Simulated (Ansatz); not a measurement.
# Ca: frozen-core PAW against all-electron methods

```
CELL_PARAMETERS angstrom
-2.24000 2.24000 2.24000
2.24000 -2.24000 2.24000
2.24000 2.24000 -2.24000
ATOMIC_POSITIONS crystal
Ca 0.00000 0.00000 0.00000
```

The structure is an experimental refinement, used without relaxation. It was measured hot, at 740 K.

Methods: DFT, PBE, PAW with Ansatz's default frozen-core files, scalar-relativistic (Ansatz 0.2.0); DFT, PBE, all-electron LAPW, scalar-relativistic (Ansatz 0.2.0).

For PAW: a Γ-centred 10×10×10 k mesh, Fermi–Dirac smearing of 0.05 eV, cutoff 420 eV, no spin polarisation. LAPW targets a basis error of 0.25 meV/atom. The Ansatz runs share mesh, smearing and spin set-up. Plane-wave (PAW) pressures include the program's estimate of the Pulay term.

Stress and pressure are positive in compression.

Levels count from the Fermi level.

PAW results:

```
                      quantity      PAW
                pressure (GPa)    -0.97
highest filled level at H (eV)  -23.242
  lowest empty level at H (eV)    0.104
highest filled level at P (eV)  -23.216
  lowest empty level at P (eV)    0.324
highest filled level at Γ (eV)   -3.960
  lowest empty level at Γ (eV)    2.187
```

Q: What does all-electron LAPW give for the same quantities?

A: 
```json
{"quantity": "pressure (GPa)", "LAPW": "-0.97"}
{"quantity": "highest filled level at H (eV)", "LAPW": "-23.242"}
{"quantity": "lowest empty level at H (eV)", "LAPW": "0.104"}
{"quantity": "highest filled level at P (eV)", "LAPW": "-23.215"}
{"quantity": "lowest empty level at P (eV)", "LAPW": "0.324"}
{"quantity": "highest filled level at Γ (eV)", "LAPW": "-3.960"}
{"quantity": "lowest empty level at Γ (eV)", "LAPW": "2.187"}
```
